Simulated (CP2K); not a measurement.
Ge: single point with PBE

**Measured values to compare with.**

From “Temperature-dependent photoluminescence in Ge: experiment and theory”, 2020, arxiv:2003.00143, for a bulk crystal of Ge at 0 K: band gap 0.744 eV (indirect).

Crystal: Ge.

```
Ge
1.0
     4.00068    0.00000    0.00000
     2.00034    3.46469    0.00000
     2.00034    1.15490    3.26654
Ge
2
Direct
  0.75000 0.75000 0.75000
  0.50000 0.50000 0.50000
```

* Program: CP2K 2026.2
* Task: single point
* Functional: PBE
* Potentials or basis: POTENTIAL_UZH Ge GTH-PBE-q4; TZVP-MOLOPT-PBE-GTH basis
* Density cutoff: 6123 eV
* k mesh: 8 × 8 × 8
* Occupations: gaussian, width 0.011 eV
* Spin: no spin polarisation
* SCF solver: diagonalisation with k points
* Quickstep method: GPW
* EPS_DEFAULT: 1.0E-10
* EPS_SCF: 1.0E-6
* MAX_SCF: 100
* SCF_GUESS: ATOMIC
* k points reduced by the point group: yes
* Mesh centred on Gamma: yes
* CHOLESKY: OFF
* EPS_EIGVAL: 1.0E-7
* MIXING METHOD: BROYDEN_MIXING
* MIXING ALPHA: 0.4
* NBUFFER: 8
* NGRIDS: 4
* Basis sets: Ge TZVP-MOLOPT-PBE-GTH-q4
* Potentials: Ge GTH-PBE-q4 of POTENTIAL_UZH
* ADDED_MOS: [10]
* REL_CUTOFF (Ry): 60 Ry
* MIXING BETA (1/bohr): 1.5 1/bohr
* CUTOFF of the grids: 450 Ry

The pressure is 3.9 GPa. The band gap on the k mesh is 0.04 eV, direct.

Levels at points of the mesh, in eV from the valence-band top:
```
           k point  band 2  band 3  band 4  band 5  band 6  band 7
(0.00, 0.00, 0.00)    0.00    0.00    0.00    0.04    2.60    2.60
(0.00, 0.00, 0.50)   -7.61   -1.39   -1.39    0.18    3.81    3.81
(0.00, 0.50, 0.50)   -8.90   -3.06   -3.06    0.73    0.73    9.80
```

Wall time 12 s on 1 thread of Arm Neoverse V1, with other jobs on the host, peak memory 0.26 GiB.

Measured gap of Ge: 0.744 eV (indirect; 0 K; “Temperature-dependent photoluminescence in Ge: experiment and theory”, 2020, arxiv:2003.00143). This calculation gives 0.04 eV (-0.71 eV). 3 values of this kind are on record (0.666 to 0.807 eV); this one was drawn at random among those near their median. Spin-orbit coupling on Ge is left out. The value is that of PBE in an atomic basis (POTENTIAL_UZH Ge GTH-PBE-q4; TZVP-MOLOPT-PBE-GTH basis), whose error adds to the functional's, on a finite k mesh, which can miss the band edges, without temperature or zero-point motion. Semilocal functionals fall short of measured gaps as a rule.

Caveat: the basis of atomic orbitals isn't converged, which shifts pressures, moduli and gaps.
